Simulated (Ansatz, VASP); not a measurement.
## One calculation of H, two programs

```
H
1.0
     2.70161    0.00000    0.00000
     0.00000    2.70161    0.00000
     0.00000    0.00000    0.99972
H
1
Direct
  0.00000 0.00000 0.50000
```

Change from the starting cell: volume scaled by 1.06.

Alike in both runs: task single point; functional PBE; k mesh 10 × 10 × 26; occupations fermi-dirac, width 0.05 eV; no spin polarisation.

|  | VASP | Ansatz |
| --- | --- | --- |
| version | VASP 6.6.1 | Ansatz 0.2.0 |
| potentials or method | VASP PAW PBE potentials, release 64 (H) | Ansatz PAW |
| plane-wave cutoff (eV) | 520 | 420 |
| valence electrons in the cell | 1 | 1 |

```csv
,VASP,Ansatz,Ansatz less VASP
gap on the k mesh at the Fermi level (eV),none,none,-
pressure (GPa),-0.5,-0.3,+0.27
largest component of the traceless stress (GPa),4.94,4.92,-0.018
```

A gap of «none» marks a metal or a gap that the smearing closes.
